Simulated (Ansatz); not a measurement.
**GdN (rocksalt): a single-point run**

Wanted: a converged single-point run for GdN (rocksalt), and a check of what comes out. The structure is shown as the input types it.

Method: DFT PBE, spin-orbit coupling, plane waves, PAW, in Ansatz 0.2.0.

1 further run of the same task is left out (for a known fault of the program). Runs told in other sessions of the task aren't counted.

## (1) The structure to begin with

Symmetry: Fm-3m, No. 225, cubic system. The conventional cell has a = 4.981 Å, b = 4.981 Å, c = 4.981 Å, α = 90.00°, β = 90.00°, γ = 90.00°. Gd (site symmetry m-3m) has 6 N at 2.49 Å in its first shell of neighbours. Around N (site symmetry m-3m) lie 6 Gd at 2.49 Å.

Coordinates:

```
CELL_PARAMETERS angstrom
0.00000 2.49075 2.49075
2.49075 0.00000 2.49075
2.49075 2.49075 0.00000
ATOMIC_POSITIONS crystal
Gd 0.50000 0.50000 0.50000
N 0.00000 0.00000 0.00000
```

## (2) The run

Input file input.yaml:

```yaml
crystal:
  lattice:
    - [0.0, 2.4907467938, 2.4907467938]
    - [2.4907467938, 0.0, 2.4907467938]
    - [2.4907467938, 2.4907467938, 0.0]
  atoms:
    - { symbol: Gd, position: [0.5, 0.5, 0.5], spin: 7.0, spin_axis: [0.0, 0.0, 1.0] }
    - { symbol: "N", position: [0.0, 0.0, 0.0] }
basis:
  ecutwfc: 420
  ecutrho_ratio: 4
kpoints:
  mp_grid: { grid: [12, 12, 12] }
hamiltonian:
  xc: pbe
scf:
  occupations: { method: gaussian, width: 0.05 }
  convergence: { dr2_threshold: 1.0e-16 }
  max_iter: 75
output:
  forces: true
  stress: true
magnetization:
  noncollinear: true
  spin_orbit: true
```

Started as:

```bash
$ ansatz run input.yaml --threads 4 --pin off --max-ram 7168MiB --backend cpu --events-out ev --progress --plain --runs-dir out
```

**Question.** How will this run end, and is anything wrong with its input?

The program finished normally. Convergence says nothing about whether the input makes sense.

The suspect setting: scf.convergence.dr2_threshold is 1.0e-16. The risk: threshold needlessly tight. Once met, so tight a threshold does no harm; it costs cycles.

The test: delete scf.convergence.dr2_threshold (the default then holds).
